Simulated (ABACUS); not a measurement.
Os under changes of volume

One of the cells (14.716 Å³/atom); the others are scaled copies at fixed shape and fractional positions:

```
Os
1.0
     0.00000    1.94500    1.94500
     1.94500    0.00000    1.94500
     1.94500    1.94500    0.00000
Os
1
Direct
  0.00000 0.00000 0.00000
```

This isn't the form of Os at room conditions, which is hcp.

```yaml
Program: ABACUS 3.10.1
Functional: PBE
Potentials_or_basis: PseudoDojo NC SR 0.4.1 PBE standard
Cutoff: 1361 eV
Density_cutoff: 5442 eV
Basis: DZP LCAO (the cutoffs set its grid)
k_mesh: 12 × 12 × 12
Occupations: fermi-dirac, width 0.05 eV
Spin: no spin polarisation
```

```csv
volume (Å³/atom),energy over the lowest point (meV/atom),pressure (GPa)
13.833,24.76,15.9
14.127,4.36,6.6
14.422,0.00,-1.7
14.716,10.14,-9.0
15.010,32.93,-15.5
15.305,66.78,-21.3
15.599,?,?
```

**Question.** What does the run at 15.599 Å³/atom give?

**Answer.** Energy over the lowest point 110.73 meV/atom; pressure -26.3 GPa.

Worked out: A Birch-Murnaghan fit of order 3 (a polynomial in V^(-2/3)) to the other rows has its minimum at 14.36 Å³/atom with B0 = V·E''(V) = 391 GPa and B' = 5.2. It gives 110.39 meV/atom at 15.599 Å³/atom, against the run's 110.73, and -dE/dV = -26.2 GPa, against -26.3.

Energies are extrapolated to zero smearing.

Caveats: the atomic orbitals were generated for these runs and aren't a published set; the basis of atomic orbitals isn't converged, which shifts pressures, moduli and gaps.
